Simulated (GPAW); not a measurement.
Write an ASE script for GPAW 26.7.0 that does the following.

* Task: equation of state
* Functional: optPBE-vdW
* Potentials or basis: GPAW PAW data sets (gpaw-data 1.2.1)
* Cutoff: 600 eV
* Basis: pw
* k mesh: 8 × 8 × 8
* Occupations: fermi-dirac, width 0.05 eV
* Spin: no spin polarisation
* Maxiter: 150
* Eos scales: [0.94, 0.96, 0.98, 1.0, 1.02, 1.04, 1.06]

Ge:

```
Ge
1.0
     0.00000    2.82891    2.82891
     2.82891    0.00000    2.82891
     2.82891    2.82891    0.00000
Ge
2
Cartesian
  1.4145 1.4145 1.4145
  0.0000 0.0000 0.0000
```

One way to write it, as run:

run.py

```python
from ase.eos import EquationOfState
from ase.io import Trajectory
from ase.spacegroup import crystal
from ase.units import GPa
from gpaw import GPAW, PW

# Ge 8a
atoms = crystal(['Ge'],
                basis=[[0.25, 0.25, 0.25]],
                spacegroup=227, setting=1,  # Fd-3m
                cellpar=[5.65782, 5.65782, 5.65782, 90.0, 90.0, 90.0],
                primitive_cell=True)

traj = Trajectory('eos.traj', 'w')
volumes, energies = [], []
for x in [0.94, 0.96, 0.98, 1.0, 1.02, 1.04, 1.06]:
    a = atoms.copy()
    a.set_cell(atoms.cell * x**(1 / 3), scale_atoms=True)
    calc = GPAW(mode=PW(600),
                xc={'name': 'optPBE-vdW', 'backend': 'libvdwxc'},
                kpts={'size': (8, 8, 8), 'gamma': True},
                occupations={'name': 'fermi-dirac', 'width': 0.05},
                nbands=11,
                convergence={'density': 1e-05, 'energy': 1e-05},
                maxiter=150,
                txt=f'eos-{x:.2f}.txt')
    a.calc = calc
    energies.append(a.get_potential_energy(force_consistent=True))
    volumes.append(a.get_volume())
    calc.write(f'eos-{x:.2f}.gpw')
    traj.write(a)
    print(f'{x:.2f} {volumes[-1]:10.4f} A^3 {energies[-1]:14.6f} eV', flush=True)

v0, e0, B = EquationOfState(volumes, energies, eos='birchmurnaghan').fit()
print(f'V0 = {v0:.4f} A^3, E0 = {e0:.6f} eV, B0 = {B / GPa:.2f} GPa')
```

Potentials or basis: GPAW PAW data sets (gpaw-data 1.2.1), pw.

Command:

```console
$ OMP_NUM_THREADS=1 python run.py
```

It gave:

The equilibrium volume is 24.47 Å³/atom (rough: see the caveat) and the bulk modulus is 52 GPa (rough).

Caveat: the minimum lies outside the volumes run; the PAW data sets were made with another functional, which shifts forces and pressure a little.

Run time: 49 s on 1 thread of Arm Neoverse V2, on a shared host, peak memory 0.32 GiB.
